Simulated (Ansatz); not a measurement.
B, simple cubic: geometry optimisation

The calculation used Ansatz, DFT, RPBE, plane waves (420 eV) with PAW, scalar-relativistic. (PAW data from PBE, frozen cores regenerated.)

k-point mesh 16×16×16, Fermi-Dirac smearing 0.1 eV, no spin polarisation. Cell and atoms relax.

Starting structure:

```cif
data_structure
_symmetry_space_group_name_H-M 'P 1'
_symmetry_Int_Tables_number 1
_cell_length_a 1.9200
_cell_length_b 1.9200
_cell_length_c 1.9200
_cell_angle_alpha 90.000
_cell_angle_beta 90.000
_cell_angle_gamma 90.000
_cell_volume 7.08
loop_
_atom_site_label
_atom_site_type_symbol
_atom_site_fract_x
_atom_site_fract_y
_atom_site_fract_z
_atom_site_occupancy
B1 B 0.00000 0.00000 0.00000 1
```

Question: The pressure at the start is -8.7 GPa. By how much does the volume change?

Answer: From 7.08 to 6.79 Å³ per atom, -4.0 %. The final cell has a = 1.894 Å.

Question: How much energy does the relaxation gain?

Answer: 8.0 meV per atom.

Path of the relaxation (the plane waves are chosen anew near the end, which can shift the energy a little):

```
step  E − E(final) (meV/atom)  V (Å³/atom)  P (GPa)  max force (eV/Å)
   0                     8.02        7.078    -8.71             0.000
   1                     1.19        6.910    -3.75             0.000
   2                    -0.35        6.788     0.22             0.000
   3                    -0.34        6.795     0.00             0.000
   4                     0.00        6.795    -0.06             0.000
   5                     0.00        6.793     0.00             0.000
   6                     0.00        6.793     0.00             0.000
```
